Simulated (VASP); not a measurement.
# SiC (Moissanite 3C) (F-43m) in VASP: a series of runs

The runs below take SiC (Moissanite 3C) through single point, relaxation of cell and atoms, with PBE.

Program: VASP 6.6.1. These are calculated values, not measurements. Logs are shortened: lines on timing, memory, paths and dates and some standing lists are left out, and cuts for length are marked.

**Experimental background.**

From “Insight into the structural, elastic and electronic properties of a new orthorhombic 6O-SiC polytype”, 2020, pmc:7200658, for a bulk crystal of SiC: band gap 2.4 eV (indirect).

The runs below are set against these values where they give the same quantity.

**1. Starting point**

It takes space group F-43m (No. 216, cubic). The conventional cell has a = 4.358 Å, b = 4.358 Å, c = 4.358 Å, α = 90.00°, β = 90.00°, γ = 90.00°. Si (site symmetry -43m) is surrounded by 4 C at 1.89 Å. C (site symmetry -43m) has 4 Si at 1.89 Å as nearest neighbours.

**2. Single point, PBE**

The input, INCAR:

```
SYSTEM = SiC
PREC = Accurate
ENCUT = 520
EDIFF = 1E-7
ISMEAR = 0
SIGMA = 0.011
LREAL = .FALSE.
LASPH = .TRUE.
NELM = 80
ALGO = Normal
ISIF = 2
LWAVE = .FALSE.
LCHARG = .FALSE.
GGA = PE
NBANDS = 11
```

The input, KPOINTS:

```
regular mesh
0
G
  10 10 10
  0 0 0
```

The input, POSCAR:

```
SiC
1.0
    0.0000000000      2.1790000000      2.1790000000
    2.1790000000      0.0000000000      2.1790000000
    2.1790000000      2.1790000000      0.0000000000
Si C
1 1
Direct
    0.0000000000      0.0000000000      0.0000000000
    0.7500000000      0.7500000000      0.7500000000
```

Potentials or basis: VASP PAW PBE potentials, release 64 (Si, C).

Command:

```console
cat potpaw_PBE.64/Si/POTCAR potpaw_PBE.64/C/POTCAR > POTCAR
mpirun -np 1 vasp_std > vasp.out
```

OUTCAR:

```text
SYSTEM = SiC
   PREC = Accurate
   ENCUT = 520
   EDIFF = 1E-7
   ISMEAR = 0
   LREAL = .FALSE.
   LASPH = .TRUE.
   NELM = 80
   ISIF = 2
   GGA = PE

 ion  position               nearest neighbor table
   1  0.000  0.000  0.000-   2 1.89   2 1.89   2 1.89   2 1.89
   2  0.750  0.750  0.750-   1 1.89   1 1.89   1 1.89   1 1.89

  LATTYP: Found a face centered cubic cell.
 ALAT       =     4.3580000000

  Lattice vectors:

 A1 = (   0.0000000000,   2.1790000000,   2.1790000000)
 A2 = (   2.1790000000,   0.0000000000,   2.1790000000)
 A3 = (   2.1790000000,   2.1790000000,   0.0000000000)

Analysis of symmetry for initial positions (statically):
=====================================================================
 Subroutine PRICEL returns:
 Original cell was already a primitive cell.

 Routine SETGRP: Setting up the symmetry group for a
 face centered cubic supercell.

 Subroutine GETGRP returns: Found 24 space group operations
 (whereof 24 operations were pure point group operations)
 out of a pool of 48 trial point group operations.

The static configuration has the point symmetry T_d .

Analysis of symmetry for dynamics (positions and initial velocities):
=====================================================================
 Subroutine PRICEL returns:
 Original cell was already a primitive cell.

 Routine SETGRP: Setting up the symmetry group for a
 face centered cubic supercell.

 Subroutine GETGRP returns: Found 24 space group operations
 (whereof 24 operations were pure point group operations)
 out of a pool of 48 trial point group operations.

The dynamic configuration has the point symmetry T_d .

 Subroutine INISYM returns: Found 24 space group operations
 (whereof 24 operations are pure point group operations),
 and found     1 'primitive' translations

----------------------------------------------------------------------------------------

                                     Primitive cell

  volume of cell :      20.6920

  direct lattice vectors                    reciprocal lattice vectors
     0.000000000  2.179000000  2.179000000    -0.229463056  0.229463056  0.229463056
     2.179000000  0.000000000  2.179000000     0.229463056 -0.229463056  0.229463056
     2.179000000  2.179000000  0.000000000     0.229463056  0.229463056 -0.229463056

  length of vectors
     3.081571352  3.081571352  3.081571352     0.397441672  0.397441672  0.397441672

  position of ions in fractional coordinates (direct lattice)
     0.000000000  0.000000000  0.000000000
     0.750000000  0.750000000  0.750000000

  ion indices of the primitive-cell ions
   primitive index   ion index
                 1           1
                 2           2

----------------------------------------------------------------------------------------

 KPOINTS: regular mesh

Automatic generation of k-mesh.
 Grid dimensions read from file:
 generate k-points for:   10   10   10

 Generating k-lattice:

  Cartesian coordinates                     Fractional coordinates (reciprocal lattice)
    -0.022946306  0.022946306  0.022946306     0.100000000  0.000000000  0.000000000
     0.022946306 -0.022946306  0.022946306     0.000000000  0.100000000  0.000000000
     0.022946306  0.022946306 -0.022946306     0.000000000  0.000000000  0.100000000

  Length of vectors
     0.039744167  0.039744167  0.039744167

  Shift w.r.t. Gamma in fractional coordinates (k-lattice)
     0.000000000  0.000000000  0.000000000

 Subroutine IBZKPT returns following result:
 ===========================================

 Found     47 irreducible k-points:

 Following reciprocal coordinates:
            Coordinates               Weight
  0.000000  0.000000  0.000000      1.000000
  0.100000  0.000000  0.000000      8.000000
  0.200000  0.000000  0.000000      8.000000
  0.300000  0.000000  0.000000      8.000000
  0.400000  0.000000  0.000000      8.000000
  0.500000  0.000000  0.000000      4.000000
[... 16 lines left out ...]
  0.300000  0.300000  0.000000      6.000000
  0.400000  0.300000  0.000000     24.000000
 [... further k-points ...]
   k-points           NKPTS =     47   k-points in BZ     NKDIM =     47   number of bands    NBANDS=     11
   number of dos      NEDOS =    301   number of ions     NIONS =      2
   total plane-waves  NPLWV =  13824
   dimension x,y,z NGX =    24 NGY =   24 NGZ =   24
   dimension x,y,z NGXF=    48 NGYF=   48 NGZF=   48
   ions per type =               1   1
   NGX,Y,Z   is equivalent  to a cutoff of  12.95, 12.95, 12.95 a.u.
   NGXF,Y,Z  is equivalent  to a cutoff of  25.90, 25.90, 25.90 a.u.
 SYSTEM =  SiC
   PREC   = accura    normal or accurate (medium, high low for compatibility)
   ISTART =      0    job   : 0-new  1-cont  2-samecut
   ICHARG =      2    charge: 1-file 2-atom 10-const
   ISPIN  =      1    spin polarized calculation?
   LNONCOLLINEAR =      F non collinear calculations
   LSORBIT =      F    spin-orbit coupling
   LASPH  =      T    aspherical Exc in radial PAW
   ENCUT  =  520.0 eV  38.22 Ry    6.18 a.u.   5.73  5.73  5.73*2*pi/ulx,y,z
   NELM   =     80;   NELMIN=  2; NELMDL= -5     # of ELM steps
   EDIFF  = 0.1E-06   stopping-criterion for ELM
   LREAL  =      F    real-space projection
   EDIFFG = 0.1E-05   stopping-criterion for IOM
   NSW    =      0    number of steps for IOM
   IBRION =     -1    ionic relax: 0-MD 1-quasi-New 2-CG
   NFREE  =      0    steps in history (QN), initial steepest desc. (CG)
   ISIF   =      2    stress and relaxation
   ISYM   =      2    0-nonsym 1-usesym 2-fastsym
   POTIM  = 0.5000    time-step for ionic-motion
   TEBEG  =    0.0;   TEEND  =   0.0 temperature during run
   PSTRESS=    0.0 pullay stress
   NELECT =       8.0000    total number of electrons
   NUPDOWN=      -1.0000    fix difference up-down
   EMIN   =  10.00;   EMAX   =-10.00  energy-range for DOS
   EFERMI =   0.00;   METHOD = LEGACY
   ISMEAR =     0;   SIGMA  =   0.01  broadening in eV -4-tet -1-fermi 0-gaus
   EFERMI_NEDOS =   21; number of points for ismear=-14 and -15
   IALGO  =     38    algorithm
   IMIX   =      4    mixing-type and parameters
     AMIX     =   0.40;   BMIX     =  1.00
     AMIX_MAG =   1.60;   BMIX_MAG =  1.00
  volume/ion in A,a.u.               =      10.35        69.82
  Fermi-wavevector in a.u.,A,eV,Ry     =   1.192626  2.253736 19.352338  1.422357
  Thomas-Fermi vector in A             =   2.328660
   LORBIT       =      0    0 simple, 1 ext, 2 COOP (PROOUT), +10 PAW based schemes
   GGA     = PE    functional components
   LHFCALC =     F    Hartree Fock is set to
   AEXX    =    0.0000 exact exchange contribution
   IVDW    =     0    specifies the selected vdW correction
   LEPSILON=     F    determine dielectric tensor
   LRPA    =     F    only Hartree local field effects (RPA)
 non-spin polarized calculation
 Gauss-broadening in eV      SIGMA  =   0.01
  energy-cutoff  :      520.00
  volume of cell :       20.69
 maximum number of plane-waves:       568
   NGX = 11   NGY = 11   NGZ = 11

 number of electron       8.0000001 magnetization

 Free energy of the ion-electron system (eV)
  ---------------------------------------------------
  ext. energy  EPLUGINS =         0.00000000
  ---------------------------------------------------
  free energy    TOTEN  =       -15.05771946 eV

  energy without entropy =      -15.05771946  energy(sigma->0) =      -15.05771946

 E-fermi :   8.1625     XC(G=0): -11.3562

 val. band max:        8.1069535071   @ k =   0.0000   0.0000   0.0000
 cond. band min:       9.4639247755   @ k =   0.5000   0.5000   0.0000
 fundamental gap:      1.3569712684
 Fermi energy:         8.1624654894

 k-point     1 :       0.0000    0.0000    0.0000
  band No.  band energies     occupation
      1      -7.2963      2.00000
      2       8.1070      2.00000
      3       8.1070      2.00000
      4       8.1070      2.00000
      5      14.3409      0.00000
      6      15.4144      0.00000
      7      15.4144      0.00000
      8      15.4144      0.00000
      9      22.6135      0.00000
     10      22.6135      0.00000
     11      24.5878      0.00000

 k-point     2 :       0.1000    0.0000    0.0000
  band No.  band energies     occupation
      1      -7.1010      2.00000
      2       7.0986      2.00000
      3       7.9733      2.00000
      4       7.9733      2.00000
      5      14.6021      0.00000
      6      15.6576      0.00000
      7      15.6576      0.00000
      8      15.6889      0.00000
      9      21.6672      0.00000
     10      21.6672      0.00000
     11      24.3909      0.00000

 k-point     3 :       0.2000    0.0000    0.0000
  band No.  band energies     occupation
      1      -6.5235      2.00000
      2       4.9795      2.00000
      3       7.6665      2.00000
      4       7.6665      2.00000
      5      14.3120      0.00000
      6      16.0169      0.00000
      7      16.0169      0.00000
      8      16.8902      0.00000
      9      21.0035      0.00000
     10      21.0035      0.00000
     11      23.5029      0.00000

 k-point     4 :       0.3000    0.0000    0.0000
  band No.  band energies     occupation
      1      -5.5998      2.00000
      2       2.6675      2.00000
      3       7.3506      2.00000
      4       7.3506      2.00000
      5      13.9028      0.00000
      6      15.8792      0.00000
      7      15.8792      0.00000
      8      17.8631      0.00000
      9      21.8246      0.00000
     10      21.8246      0.00000
     11      23.2387      0.00000

 k-point     5 :       0.4000    0.0000    0.0000
  band No.  band energies     occupation
      1      -4.4574      2.00000
      2       0.6142      2.00000
      3       7.1318      2.00000
      4       7.1318      2.00000
      5      13.6321      0.00000
      6      15.5019      0.00000
      7      15.5019      0.00000
      8      18.1542      0.00000
      9      23.7519      0.00000
     10      23.7519      0.00000
     11      23.8332      0.00000
[... 211 lines left out ...]
 k-point    21 :      -0.3000    0.2000    0.0000
  band No.  band energies     occupation
      1      -4.2310      2.00000
      2       1.6949      2.00000
      3       4.2989      2.00000
      4       6.9371      2.00000
      5      13.6982      0.00000
      6      16.3604      0.00000
      7      16.8617      0.00000
      8      18.3971      0.00000
      9      20.8404      0.00000
     10      23.5621      0.00000
     11      27.1695      0.00000

 k-point    22 :      -0.2000    0.2000    0.0000
  band No.  band energies     occupation
      1      -5.2898      2.00000
      2       3.3070      2.00000
      3       4.8905      2.00000
      4       7.4598      2.00000
      5      14.6694      0.00000
      6      16.1137      0.00000
      7      16.4854      0.00000
      8      17.2675      0.00000
      9      19.6348      0.00000
     10      23.5316      0.00000
     11      27.2645      0.00000

 k-point    23 :       0.3000    0.3000    0.0000
  band No.  band energies     occupation
      1      -5.0240      2.00000
      2       3.7491      2.00000
      3       5.7448      2.00000
      4       5.7448      2.00000
      5      11.2752      0.00000
      6      13.7202      0.00000
      7      19.6414      0.00000
      8      19.6414      0.00000
      9      20.5206      0.00000
     10      25.1981      0.00000
     11      29.7893      0.00000

 k-point    24 :       0.4000    0.3000    0.0000
  band No.  band energies     occupation
      1      -4.1553      2.00000
      2       2.5270      2.00000
      3       4.9559      2.00000
      4       5.4825      2.00000
      5      10.9768      0.00000
      6      13.7316      0.00000
      7      19.7292      0.00000
      8      20.0394      0.00000
      9      21.8759      0.00000
     10      26.1841      0.00000
     11      29.3670      0.00000

 [... further k-points ...]

------------------------ aborting loop because EDIFF is reached ----------------------------------------

  FORCE on cell =-STRESS in cart. coord.  units (eV):
  Direction    XX          YY          ZZ          XY          YZ          ZX
  --------------------------------------------------------------------------------------
  -------------------------------------------------------------------------------------
  Total        0.4147601      0.4147601      0.4147601      0.0000000     -0.0000000      0.0000000
  in kB       32.1148505     32.1148505     32.1148505      0.0000000     -0.0000000      0.0000000
  external PRESSURE =      32.1148505 kB  Pullay stress =       0.0000000 kB

 VOLUME and BASIS-vectors are now :
 -----------------------------------------------------------------------------
  energy-cutoff  :      520.00
  volume of cell :       20.69
      direct lattice vectors                 reciprocal lattice vectors
     0.000000000  2.179000000  2.179000000    -0.229463056  0.229463056  0.229463056
     2.179000000  0.000000000  2.179000000     0.229463056 -0.229463056  0.229463056
     2.179000000  2.179000000  0.000000000     0.229463056  0.229463056 -0.229463056

 POSITION                                       TOTAL-FORCE (eV/Angst)
 -----------------------------------------------------------------------------------
      0.00000      0.00000      0.00000         0.000000      0.000000      0.000000
      3.26850      3.26850      3.26850        -0.000000     -0.000000     -0.000000
 -----------------------------------------------------------------------------------
    total drift:                               -0.000000     -0.000000     -0.000000

  FREE ENERGIE OF THE ION-ELECTRON SYSTEM (eV)
  ---------------------------------------------------
  free  energy   TOTEN  =       -15.0577194602 eV

  energy  without entropy=      -15.0577194602  energy(sigma->0) =      -15.05771946
```

It took 8.6 s on 1 thread of Intel Xeon Platinum 8375C at 2.90GHz (Ice Lake), shared host; peak memory 0.13 GiB.

What came out:

```yaml
Free_energy: -15.0577 eV
Pressure: 3.2 GPa
Band_gap_on_the_k_mesh: 1.36 eV, indirect (least direct gap 4.54 eV)
```

**3. Relaxation of cell and atoms, PBE**

The input, INCAR:

```
SYSTEM = SiC
  PREC = Accurate
  ENCUT = 600
  EDIFF = 1E-6
  ISMEAR = -1
  SIGMA = 0.05
  LREAL = .FALSE.
  LASPH = .TRUE.
  NELM = 100
  ALGO = Normal
  ISIF = 3
  LWAVE = .FALSE.
  LCHARG = .FALSE.
  GGA = PE
  IBRION = 2
  NSW = 40
  EDIFFG = -0.01
```

KPOINTS is that of step 2.

POSCAR is that of step 2.

Potentials or basis: VASP PAW PBE potentials, release 64 (Si, C).

Command:

```console
cat potpaw_PBE.64/Si/POTCAR potpaw_PBE.64/C/POTCAR > POTCAR
mpirun -np 1 vasp_std > vasp.out
```

It took 27 s on 1 thread of Intel Xeon Platinum 8375C at 2.90GHz (Ice Lake), shared host; peak memory 0.15 GiB.

It converged, with:

```yaml
Free_energy: -15.0619 eV
Relaxed_volume: 10.49 Å³/atom
Relaxed_cell: a = 3.096 Å, b = 3.096 Å, c = 3.096 Å, α = 60.00°, β = 60.00°, γ = 60.00°
Space_group_after_relaxing_to_0.05_Å: F-43m (No. 216)
Energy_gained_by_relaxing: 1.4 meV/atom
Ionic_steps: 3
Pressure_after_relaxing: 0.0 GPa
Band_gap_on_the_k_mesh: 1.37 eV, indirect (least direct gap 4.53 eV)
```

Step by step:
```csv
step,energy change (eV),largest force (eV/Å),pressure (GPa),volume (Å³)
1,0.0000,0.0000,3.08,20.69
2,0.0002,0.0000,-3.00,21.29
3,-0.0028,0.0000,0.01,20.99
```

Final structure:
```
Si C
1.0
     0.00000    2.18924    2.18924
     2.18924    0.00000    2.18924
     2.18924    2.18924    0.00000
Si C
1 1
Cartesian
  0.0000 0.0000 0.0000
  3.2839 3.2839 3.2839
```

Levels at points of the mesh, in eV from the valence-band top:
```
           k point  band 1  band 2  band 3  band 4  band 5  band 6  band 7  band 8
(0.00, 0.00, 0.00)  -15.29    0.00    0.00    0.00    6.07    7.21    7.21    7.21
(0.50, 0.00, 0.00)  -11.78   -8.46   -1.05   -1.05    5.31    7.17    7.17    9.98
(0.50, 0.50, 0.00)  -10.34   -7.75   -3.16   -3.16    1.37    4.27   13.87   13.87
```

**4. Comparison with measurements**

Step 2. Against the measured gap of SiC, 2.4 eV (indirect; quoted in “Insight into the structural, elastic and electronic properties of a new orthorhombic 6O-SiC polytype”, 2020, pmc:7200658), the calculated 1.36 eV is off by -1.04 eV. The value is that of PBE on a finite k mesh, which can miss the band edges, without temperature or zero-point motion. Semilocal functionals fall short of measured gaps as a rule.
